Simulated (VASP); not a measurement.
# NbAs in VASP: settings compared

Aim: see how the results for NbAs move with the level of theory and the settings. Levels: PBEsol, PBE+dDsC. Tasks: relaxation of the atoms.

Program: VASP 6.6.1. These are calculated values, not measurements. Logs are shortened: lines on timing, memory, paths and dates and some standing lists are left out, and cuts for length are marked.

## Step 1: Starting point

The cell holds a sheet with vacuum, 2 atoms: a = 3.612 Å, b = 3.612 Å, c = 23.800 Å, α = 90.00°, β = 90.00°, γ = 90.00°.

The cell was built by a generator and needn't be a form met in nature.

## Step 2: Relaxation of the atoms, PBEsol

The input, INCAR:

```
ALGO = Normal
DIPOL = 0.5 0.5 0.294
EDIFF = 1E-6
EDIFFG = -0.005
ENCUT = 520
GGA = PS
IBRION = 2
IDIPOL = 3
ISIF = 2
ISMEAR = 0
LASPH = True
LCHARG = False
LDIPOL = True
LREAL = False
LWAVE = False
NELM = 60
NSW = 60
PREC = Accurate
SIGMA = 0.05
```

The input, KPOINTS:

```
k-points
0
Gamma
  7 7 1
```

The input, POSCAR:

```
NbAs
1.0
    3.6117000000      0.0000000000      0.0000000000
    0.0000000000      3.6117000000      0.0000000000
    0.0000000000      0.0000000000     23.8000000000
Nb As
1 1
Selective dynamics
Direct
    0.0000000000      0.0000000000      0.2941200000  F F F
    0.5000000000      0.5000000000      0.2941200000  T T T
```

Potentials or basis: VASP PAW PBE potentials, release 64 (Nb_sv, As).

Started as:

```console
cat potpaw_PBE.64/Nb_sv/POTCAR potpaw_PBE.64/As/POTCAR > POTCAR
mpirun -np 1 vasp_std > vasp.out
```

OUTCAR:

```text
EDIFF = 1E-6
   EDIFFG = -0.005
   ENCUT = 520
   GGA = PS
   IBRION = 2
   ISIF = 2
   ISMEAR = 0
   LASPH = True
   LREAL = False
   NELM = 60
   NSW = 60
   PREC = Accurate

 ion  position               nearest neighbor table
   1  0.000  0.000  0.294-   2 2.55   2 2.55   2 2.55   2 2.55
   2  0.500  0.500  0.294-   1 2.55   1 2.55   1 2.55   1 2.55

  LATTYP: Found a simple tetragonal cell.
 ALAT       =     3.6117000000
 C/A-ratio  =     6.5896946036

  Lattice vectors:

 A1 = (   3.6117000000,   0.0000000000,   0.0000000000)
 A2 = (   0.0000000000,   3.6117000000,   0.0000000000)
 A3 = (   0.0000000000,   0.0000000000,  23.8000000000)

Analysis of symmetry for initial positions (statically):
=====================================================================
 Subroutine PRICEL returns:
 Original cell was already a primitive cell.

 Routine SETGRP: Setting up the symmetry group for a
 simple tetragonal supercell.

 Subroutine GETGRP returns: Found 16 space group operations
 (whereof  8 operations were pure point group operations)
 out of a pool of 16 trial point group operations.

The static configuration has the point symmetry C_4v.
 The point group associated with its full space group is D_4h.

Analysis of symmetry for dynamics (positions and initial velocities):
=====================================================================
 Subroutine PRICEL returns:
 Original cell was already a primitive cell.

 Routine SETGRP: Setting up the symmetry group for a
 simple tetragonal supercell.

 Subroutine GETGRP returns: Found 16 space group operations
 (whereof  8 operations were pure point group operations)
 out of a pool of 16 trial point group operations.

The dynamic configuration has the point symmetry C_4v.
 The point group associated with its full space group is D_4h.

Analysis of constrained symmetry for selective dynamics:
=====================================================================
 Subroutine PRICEL returns:
 Original cell was already a primitive cell.

 Routine SETGRP: Setting up the symmetry group for a
 simple tetragonal supercell.

 Subroutine GETGRP returns: Found 16 space group operations
 (whereof  8 operations were pure point group operations)
 out of a pool of 16 trial point group operations.

The constrained configuration has the point symmetry C_4v.
 The point group associated with its full space group is D_4h.

 Subroutine INISYM returns: Found 16 space group operations
 (whereof  8 operations are pure point group operations),
 and found     1 'primitive' translations

----------------------------------------------------------------------------------------

                                     Primitive cell

  volume of cell :     310.4562

  direct lattice vectors                    reciprocal lattice vectors
     3.611700000  0.000000000  0.000000000     0.276877925  0.000000000  0.000000000
     0.000000000  3.611700000  0.000000000     0.000000000  0.276877925  0.000000000
     0.000000000  0.000000000 23.800000000     0.000000000  0.000000000  0.042016807

  length of vectors
     3.611700000  3.611700000 23.800000000     0.276877925  0.276877925  0.042016807

  position of ions in fractional coordinates (direct lattice)
     0.000000000  0.000000000  0.294120000
     0.500000000  0.500000000  0.294120000

  ion indices of the primitive-cell ions
   primitive index   ion index
                 1           1
                 2           2

----------------------------------------------------------------------------------------

 KPOINTS: k-points

Automatic generation of k-mesh.
 Grid dimensions read from file:
 generate k-points for:    7    7    1

 Generating k-lattice:

  Cartesian coordinates                     Fractional coordinates (reciprocal lattice)
     0.039553989  0.000000000  0.000000000     0.142857143  0.000000000  0.000000000
     0.000000000  0.039553989  0.000000000     0.000000000  0.142857143  0.000000000
     0.000000000  0.000000000  0.042016807     0.000000000  0.000000000  1.000000000

  Length of vectors
     0.039553989  0.039553989  0.042016807

  Shift w.r.t. Gamma in fractional coordinates (k-lattice)
     0.000000000  0.000000000  0.000000000

 Subroutine IBZKPT returns following result:
 ===========================================

 Found     10 irreducible k-points:

 Following reciprocal coordinates:
            Coordinates               Weight
  0.000000  0.000000  0.000000      1.000000
  0.142857  0.000000  0.000000      4.000000
  0.285714  0.000000  0.000000      4.000000
  0.428571  0.000000  0.000000      4.000000
  0.142857  0.142857  0.000000      4.000000
  0.285714  0.142857  0.000000      8.000000
  0.428571  0.142857  0.000000      8.000000
  0.285714  0.285714  0.000000      4.000000
  0.428571  0.285714  0.000000      8.000000
  0.428571  0.428571  0.000000      4.000000
   k-points           NKPTS =     10   k-points in BZ     NKDIM =     10   number of bands    NBANDS=     13
   number of dos      NEDOS =    301   number of ions     NIONS =      2
   total plane-waves  NPLWV = 141120
   dimension x,y,z NGX =    28 NGY =   28 NGZ =  180
   dimension x,y,z NGXF=    56 NGYF=   56 NGZF=  360
   ions per type =               1   1
   NGX,Y,Z   is equivalent  to a cutoff of  12.89, 12.89, 12.57 a.u.
   NGXF,Y,Z  is equivalent  to a cutoff of  25.78, 25.78, 25.15 a.u.
 SYSTEM =  unknown system
   PREC   = accura    normal or accurate (medium, high low for compatibility)
   ISTART =      0    job   : 0-new  1-cont  2-samecut
   ICHARG =      2    charge: 1-file 2-atom 10-const
   ISPIN  =      1    spin polarized calculation?
   LNONCOLLINEAR =      F non collinear calculations
   LSORBIT =      F    spin-orbit coupling
   LASPH  =      T    aspherical Exc in radial PAW
   ENCUT  =  520.0 eV  38.22 Ry    6.18 a.u.   6.72  6.72 44.25*2*pi/ulx,y,z
   NELM   =     60;   NELMIN=  2; NELMDL= -5     # of ELM steps
   EDIFF  = 0.1E-05   stopping-criterion for ELM
   LREAL  =      F    real-space projection
   EDIFFG = -.5E-02   stopping-criterion for IOM
   NSW    =     60    number of steps for IOM
   IBRION =      2    ionic relax: 0-MD 1-quasi-New 2-CG
   NFREE  =      1    steps in history (QN), initial steepest desc. (CG)
   ISIF   =      2    stress and relaxation
   ISYM   =      2    0-nonsym 1-usesym 2-fastsym
   POTIM  = 0.5000    time-step for ionic-motion
   TEBEG  =    0.0;   TEEND  =   0.0 temperature during run
   PSTRESS=    0.0 pullay stress
   NELECT =      18.0000    total number of electrons
   NUPDOWN=      -1.0000    fix difference up-down
   EMIN   =  10.00;   EMAX   =-10.00  energy-range for DOS
   EFERMI =   0.00;   METHOD = LEGACY
   ISMEAR =     0;   SIGMA  =   0.05  broadening in eV -4-tet -1-fermi 0-gaus
   EFERMI_NEDOS =   21; number of points for ismear=-14 and -15
   IALGO  =     38    algorithm
   IMIX   =      4    mixing-type and parameters
     AMIX     =   0.40;   BMIX     =  1.00
     AMIX_MAG =   1.60;   BMIX_MAG =  1.00
  volume/ion in A,a.u.               =     155.23      1047.53
  Fermi-wavevector in a.u.,A,eV,Ry     =   0.633625  1.197377  5.462474  0.401481
  Thomas-Fermi vector in A             =   1.697345
   LORBIT       =      0    0 simple, 1 ext, 2 COOP (PROOUT), +10 PAW based schemes
   GGA     = PS    functional components
   LHFCALC =     F    Hartree Fock is set to
   AEXX    =    0.0000 exact exchange contribution
   IVDW    =     0    specifies the selected vdW correction
   LEPSILON=     F    determine dielectric tensor
   LRPA    =     F    only Hartree local field effects (RPA)
 conjugate gradient relaxation of ions
 non-spin polarized calculation
 Gauss-broadening in eV      SIGMA  =   0.05
  energy-cutoff  :      520.00
  volume of cell :      310.46
 maximum number of plane-waves:      8389
 NGX is ok and might be reduce to    28
   NGX = 13   NGY = 13   NGZ = 89

 dipolmoment           0.000000      0.000000     -0.000001 electrons x Angstroem

 number of electron      18.0000000 magnetization

 dipolmoment           0.000000      0.000000      0.000002 electrons x Angstroem

 Free energy of the ion-electron system (eV)
  ---------------------------------------------------
  ext. energy  EPLUGINS =         0.00000000
  ---------------------------------------------------
  free energy    TOTEN  =       -14.28384961 eV

  energy without entropy =      -14.27868513  energy(sigma->0) =      -14.28126737

 E-fermi :  -2.7929     XC(G=0):  -2.1100

 val. band max:       -2.8118101781   @ k =   0.2857   0.1429   0.0000
 cond. band min:      -2.7399329485   @ k =   0.4286   0.0000   0.0000
 fundamental gap:      0.0718772297
 Fermi energy:        -2.7928767299

 k-point     1 :       0.0000    0.0000    0.0000
  band No.  band energies     occupation
      1     -58.4208      2.00000
      2     -34.5370      2.00000
      3     -34.5370      2.00000
      4     -34.4396      2.00000
      5     -14.9106      2.00000
      6      -5.4789      2.00000
      7      -5.2946      2.00000
      8      -3.3494      2.00000
      9      -3.0865      2.00000
     10      -3.0865      2.00000
     11      -3.0637      2.00000
     12      -2.4253      0.00000
     13      -2.4253      0.00000

 k-point     2 :       0.1429    0.0000    0.0000
  band No.  band energies     occupation
      1     -58.4196      2.00000
      2     -34.5617      2.00000
      3     -34.5325      2.00000
      4     -34.4377      2.00000
      5     -14.6866      2.00000
      6      -5.7856      2.00000
      7      -5.5946      2.00000
      8      -4.8129      2.00000
      9      -3.3937      2.00000
     10      -3.1486      2.00000
     11      -2.3810      0.00000
     12      -2.2096      0.00000
     13      -0.8948      0.00000

 k-point     3 :       0.2857    0.0000    0.0000
  band No.  band energies     occupation
      1     -58.4169      2.00000
      2     -34.6167      2.00000
      3     -34.5222      2.00000
      4     -34.4332      2.00000
      5     -14.1001      2.00000
      6      -7.2237      2.00000
      7      -6.0216      2.00000
      8      -5.8388      2.00000
      9      -3.0224      2.00000
     10      -2.6695      0.00048
     11      -2.2781      0.00000
     12      -1.5727      0.00000
     13       1.6764      0.00000

 k-point     4 :       0.4286    0.0000    0.0000
  band No.  band energies     occupation
      1     -58.4147      2.00000
      2     -34.6603      2.00000
      3     -34.5139      2.00000
      4     -34.4297      2.00000
      5     -13.4844      2.00000
      6      -8.4382      2.00000
      7      -6.6416      2.00000
      8      -6.0213      2.00000
      9      -2.7399      0.13427
     10      -2.1916      0.00000
     11      -1.6802      0.00000
     12      -0.5488      0.00000
     13       0.7787      0.00000

 k-point     5 :       0.1429    0.1429    0.0000
  band No.  band energies     occupation
      1     -58.4184      2.00000
      2     -34.5577      2.00000
      3     -34.5565      2.00000
      4     -34.4358      2.00000
      5     -14.4969      2.00000
      6      -6.0271      2.00000
      7      -5.7415      2.00000
      8      -5.6220      2.00000
      9      -3.1435      2.00000
     10      -2.7211      0.04236
     11      -2.1310      0.00000
     12      -1.7054      0.00000
     13      -1.2835      0.00000
[... 33 lines left out ...]
 k-point     8 :       0.2857    0.2857    0.0000
  band No.  band energies     occupation
      1     -58.4126      2.00000
      2     -34.6022      2.00000
      3     -34.6004      2.00000
      4     -34.4275      2.00000
      5     -13.8553      2.00000
      6      -7.4262      2.00000
      7      -6.0376      2.00000
      8      -5.4450      2.00000
      9      -3.3127      2.00000
     10      -2.6934      0.00492
     11      -1.0825      0.00000
     12      -0.9257      0.00000
     13      -0.4457      0.00000

 k-point     9 :       0.4286    0.2857    0.0000
  band No.  band energies     occupation
      1     -58.4102      2.00000
      2     -34.6447      2.00000
      3     -34.5927      2.00000
      4     -34.4244      2.00000
      5     -13.7403      2.00000
      6      -7.3093      2.00000
      7      -6.1852      2.00000
      8      -5.2548      2.00000
      9      -3.3675      2.00000
     10      -2.5097      0.00000
     11      -1.4131      0.00000
     12      -1.2313      0.00000
     13       0.6627      0.00000

 k-point    10 :       0.4286    0.4286    0.0000
  band No.  band energies     occupation
      1     -58.4077      2.00000
      2     -34.6361      2.00000
      3     -34.6358      2.00000
      4     -34.4214      2.00000
      5     -13.8836      2.00000
      6      -6.3510      2.00000
      7      -5.9489      2.00000
      8      -4.4614      2.00000
      9      -3.7306      2.00000
     10      -2.6419      0.00002
     11      -2.3937      0.00000
     12      -1.1515      0.00000
     13       0.1274      0.00000

------------------------ aborting loop because EDIFF is reached ----------------------------------------

 vacuum level on the upper side and lower side of the slab       (xc-potential included)        -0.007        -0.007

  FORCE on cell =-STRESS in cart. coord.  units (eV):
  Direction    XX          YY          ZZ          XY          YZ          ZX
  --------------------------------------------------------------------------------------
  -------------------------------------------------------------------------------------
  Total       -2.5042272     -2.5042272     -0.0135403      0.0000000     -0.0000000      0.0000000
  in kB      -12.9236151    -12.9236151     -0.0698774      0.0000000     -0.0000000      0.0000000
  external PRESSURE =      -8.6390359 kB  Pullay stress =       0.0000000 kB

 VOLUME and BASIS-vectors are now :
 -----------------------------------------------------------------------------
  energy-cutoff  :      520.00
  volume of cell :      310.46
      direct lattice vectors                 reciprocal lattice vectors
     3.611700000  0.000000000  0.000000000     0.276877925  0.000000000  0.000000000
     0.000000000  3.611700000  0.000000000     0.000000000  0.276877925  0.000000000
     0.000000000  0.000000000 23.800000000     0.000000000  0.000000000  0.042016807

 POSITION                                       TOTAL-FORCE (eV/Angst)
 -----------------------------------------------------------------------------------
      0.00000      0.00000      7.00006         0.000000      0.000000      0.000000
      1.80585      1.80585      7.00006        -0.000000      0.000000     -0.000000
 -----------------------------------------------------------------------------------
    total drift:                               -0.000000      0.000000      0.000022

  FREE ENERGIE OF THE ION-ELECTRON SYSTEM (eV)
  ---------------------------------------------------
  free  energy   TOTEN  =       -14.2838496078 eV

  energy  without entropy=      -14.2786851333  energy(sigma->0) =      -14.28126737

 reached required accuracy - stopping structural energy minimisation

 vacuum level on the upper side and lower side of the slab         1.679         1.679
```

Wall time 48 s (1 thread of Intel Xeon Platinum 8488C (Sapphire Rapids), shared host); peak memory 0.35 GiB.

Results:

```yaml
Free_energy: -14.2838 eV
Band_gap_on_the_k_mesh: none (metal or under the smearing width)
```

Final structure:
```xyz
2
Lattice="3.6117 0.0000 0.0000 0.0000 3.6117 0.0000 0.0000 0.0000 23.8000" Properties=species:S:1:pos:R:3 pbc="T T T"
Nb    0.0000    0.0000    7.0001
As    1.8058    1.8058    7.0001
```

Levels at points of the mesh, in eV from the Fermi level:
| k point | band 6 | band 7 | band 8 | band 9 | band 10 | band 11 | band 12 | band 13 |
| --- | --- | --- | --- | --- | --- | --- | --- | --- |
| (0.00, 0.00, 0.00) | -2.69 | -2.50 | -0.56 | -0.29 | -0.29 | -0.27 | 0.37 | 0.37 |

Caveat: the relaxation stopped at its first step, so nothing moved; the PAW data sets were made with another functional, which shifts forces and pressure a little.

## Step 3: Relaxation of the atoms, PBE+dDsC

The input, INCAR:

```
PREC = Accurate
ENCUT = 520
EDIFF = 1E-6
ISMEAR = 0
SIGMA = 0.05
LREAL = False
LASPH = True
NELM = 100
ALGO = Fast
ISIF = 2
LWAVE = False
LCHARG = False
LDIPOL = True
IDIPOL = 3
DIPOL = 0.5 0.5 0.294
GGA = PE
IVDW = 4
IBRION = 2
NSW = 60
EDIFFG = -0.02
```

The input, KPOINTS:

```
regular mesh
0
Gamma
  7 7 1
```

POSCAR is that of step 2.

Potentials or basis: VASP PAW PBE potentials, release 64 (Nb_sv, As).

Started as:

```console
cat potpaw_PBE.64/Nb_sv/POTCAR potpaw_PBE.64/As/POTCAR > POTCAR
mpirun -np 1 vasp_std > vasp.out
```

Run time: 72 s. Hardware: 1 thread of Intel Xeon Platinum 8488C (Sapphire Rapids), shared host; peak memory 0.36 GiB.

Results (log left out):

```
Free energy                : -13.6431 eV
Band gap on the k mesh     : none (metal or under the smearing width)
Hirshfeld charges          : Nb +0.34; As -0.34 e
Dispersion energy per atom : -0.129 eV
```

Final structure:
```xyz
2
Lattice="3.6117 0.0000 0.0000 0.0000 3.6117 0.0000 0.0000 0.0000 23.8000" Properties=species:S:1:pos:R:3 pbc="T T T"
Nb    0.0000    0.0000    7.0001
As    1.8058    1.8058    7.0001
```

Levels at points of the mesh, in eV from the Fermi level:
```
           k point  band 7  band 8  band 9  band 10  band 11  band 12
(0.00, 0.00, 0.00)   -2.47   -0.56   -0.30    -0.30    -0.28     0.37
```

Caveat: the relaxation stopped at its first step, so nothing moved.

## Step 4: The reference run

An earlier run on the cell as given: functional PBE; potentials or basis VASP PAW PBE potentials, release 64 (Nb_sv, As); cutoff 520 eV; k mesh 7 × 7 × 1; occupations fermi-dirac, width 0.05 eV; no spin polarisation.

- Band gap on the k mesh: none (metal or under the smearing width)

## Step 5: Overview

| task | level | cell | smearing | atoms held fixed (from 0) | gap on the mesh (eV) |
| --- | --- | --- | --- | --- | --- |
| relaxation of the atoms | PBEsol | atoms relaxed | gaussian 0.05 eV | [0] | none |
| relaxation of the atoms | PBE+dDsC | atoms relaxed | gaussian 0.05 eV | [0] | none |
| single point | PBE | as given | fermi-dirac 0.05 eV | - | none |

Alike in all rows: potentials or basis VASP PAW PBE potentials, release 64 (Nb_sv, As); no spin polarisation; k mesh 7 × 7 × 1; cutoff (eV) 520.

Caveats: the relaxation stopped at its first step, so nothing moved (some runs); the PAW data sets were made with another functional, which shifts forces and pressure a little (some runs).

Total energies depend on the potentials used, so only differences within one code and one set of settings carry meaning.
